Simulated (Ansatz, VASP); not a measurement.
## NaF: VASP beside Ansatz

```
Na F
1.0
     6.30944    0.00000    0.00000
     0.00000    6.30944    0.00000
     0.00000    0.00000    6.30944
Na F
6 6
Direct
  0.75000 0.50000 0.00000
  0.50000 0.00000 0.75000
  0.00000 0.75000 0.50000
  0.00000 0.25000 0.50000
  0.25000 0.50000 0.00000
  0.50000 0.00000 0.25000
  0.50000 0.75000 0.00000
  0.75000 0.00000 0.50000
  0.00000 0.50000 0.75000
  0.25000 0.00000 0.50000
  0.00000 0.50000 0.25000
  0.50000 0.25000 0.00000
```

Alike in both runs: task single point; functional PBE; k mesh 2 × 2 × 2; occupations gaussian, width 0.1 eV; no spin polarisation.

```csv
,VASP,Ansatz
version,VASP 6.6.1,Ansatz 0.2.0
potentials or method,"VASP PAW PBE potentials, release 64 (Na_pv, F)","scalar-relativistic, plane waves, PAW"
plane-wave cutoff (eV),520,420
valence electrons in the cell,84,96
```

Ansatz gave:

```
gap on the k mesh at the Fermi level (eV) : 5.15
least direct gap on the mesh (eV)         : 5.15
pressure (GPa)                            : 0.0
```

What did VASP give for the same quantities?

gap on the k mesh at the Fermi level (eV): 5.14; least direct gap on the mesh (eV): 5.14; pressure (GPa): 0.0.

The two sets of potentials don't hold the same shells in valence.

Caveats: the k mesh is coarse (spacing up to 0.50 Å⁻¹), so the values aren't converged.
